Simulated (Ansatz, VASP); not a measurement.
# Os in VASP and in Ansatz

```
CELL_PARAMETERS angstrom
2.53133 0.00000 0.00000
0.00000 2.53133 0.00000
0.00000 0.00000 2.53133
ATOMIC_POSITIONS crystal
Os 0.00000 0.00000 0.00000
```

This isn't the form of Os at room conditions, which is hcp.

Alike in both runs: task single point; functional LDA; k mesh 15 × 15 × 15; no spin polarisation; Hubbard terms Os d U = 1.0 eV.

|  | VASP | Ansatz |
| --- | --- | --- |
| version | VASP 6.6.1 | Ansatz 0.2.0 |
| potentials or method | VASP PAW LDA potentials, release 64 (Os), cutoff 520 eV | all-electron LAPW, scalar-relativistic |
| occupations | tetrahedron | tetrahedron-uncorrected |

VASP gave:

```
gap on the k mesh at the Fermi level (eV) : none
pressure (GPa)                            : -6.9
```

Problem. Which values does Ansatz return?

Solution. gap on the k mesh at the Fermi level (eV): none; pressure (GPa): -5.1.

The programs project onto different local orbitals, so the same U acts differently. A gap of «none» marks a metal or a gap that the smearing closes. Ansatz ran all-electron here, so the differences hold the error of VASP's frozen core and of both bases. Ansatz warned: «band_table_not_solved_further».

Caveats: U without spin polarisation on a metal has little footing; the U is typed as a test and isn't derived for this compound. The runs have no spin-orbit coupling, so splittings on Os are missing.
